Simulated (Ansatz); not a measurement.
**simple cubic against fcc along group 5**

The calculation used DFT, r2SCAN, plane waves (500 eV) with PAW, scalar-relativistic in Ansatz 0.2.0. (PAW data from PBE, frozen cores regenerated.)

Each structure is relaxed within its symmetry, in the lowest magnetic state of the tried starts. Differences under about 8 meV lie within the error of the k-point mesh.

```json
{"element": "V", "E(simple cubic) − E(fcc) (meV/atom)": "621", "V(simple cubic) (Å³/atom)": "14.26", "V(fcc) (Å³/atom)": "13.72", "state of simple cubic": "non-magnetic", "state of fcc": "non-magnetic"}
{"element": "Nb", "E(simple cubic) − E(fcc) (meV/atom)": "688", "V(simple cubic) (Å³/atom)": "19.89", "V(fcc) (Å³/atom)": "18.71", "state of simple cubic": "spin not included", "state of fcc": "non-magnetic"}
{"element": "Ta", "E(simple cubic) − E(fcc) (meV/atom)": "?", "V(simple cubic) (Å³/atom)": "?", "V(fcc) (Å³/atom)": "?", "state of simple cubic": "?", "state of fcc": "?"}
```

(1) Fill in the row of Ta.

Results:

(1) E(simple cubic) − E(fcc) (meV/atom): 961; V(simple cubic) (Å³/atom): 20.23; V(fcc) (Å³/atom): 18.62; state of simple cubic: spin not included; state of fcc: spin not included.
